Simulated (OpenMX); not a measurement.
A run of OpenMX 3.8.5:

The input Au.dat:

```
System.CurrrentDirectory             ./
System.Name                          Au
DATA.PATH                            ./DFT_DATA13
level.of.stdout                      1
level.of.fileout                     0
Species.Number                       1
<Definition.of.Atomic.Species
  Au  Au7.0-s3p2d2f1         Au_PBE13
Definition.of.Atomic.Species>

Atoms.Number                         1
Atoms.SpeciesAndCoordinates.Unit     FRAC
<Atoms.SpeciesAndCoordinates
    1  Au    0.0000000000    0.0000000000    0.0000000000   8.500  8.500
Atoms.SpeciesAndCoordinates>

Atoms.UnitVectors.Unit               Ang
<Atoms.UnitVectors
     0.0000000000    2.0350000000    2.0350000000
     2.0350000000    0.0000000000    2.0350000000
     2.0350000000    2.0350000000    0.0000000000
Atoms.UnitVectors>

scf.XcType                           GGA-PBE
scf.SpinPolarization                 off
scf.ElectronicTemperature            580.226
scf.energycutoff                     400.0
scf.maxIter                          100
scf.EigenvalueSolver                 band
scf.Kgrid                            9 9 9
scf.Mixing.Type                      rmm-diisk
scf.Init.Mixing.Weight               0.05
scf.Min.Mixing.Weight                0.001
scf.Max.Mixing.Weight                0.3
scf.Mixing.History                   25
scf.Mixing.StartPulay                8
scf.criterion                        1.0e-8
scf.stress.tensor                    on
MD.Type                              nomd
```

Potentials or basis: OpenMX 2013 PBE set, Au7.0-s3p2d2f1, grid cutoff 400 Ry.

Command:

```console
$ openmx Au.dat -nt 1 > Au.std
```

Hardware: 1 thread of AMD EPYC 7R43 64-Core Processor (Zen 3) (shared host).

Q: How long does it take, and how much memory?

A: Run time: 82 s on 1 thread of AMD EPYC 7R43 64-Core Processor (Zen 3) (shared host), peak memory 0.58 GiB. Counts: k points 365, basis 26, scf iterations 16.
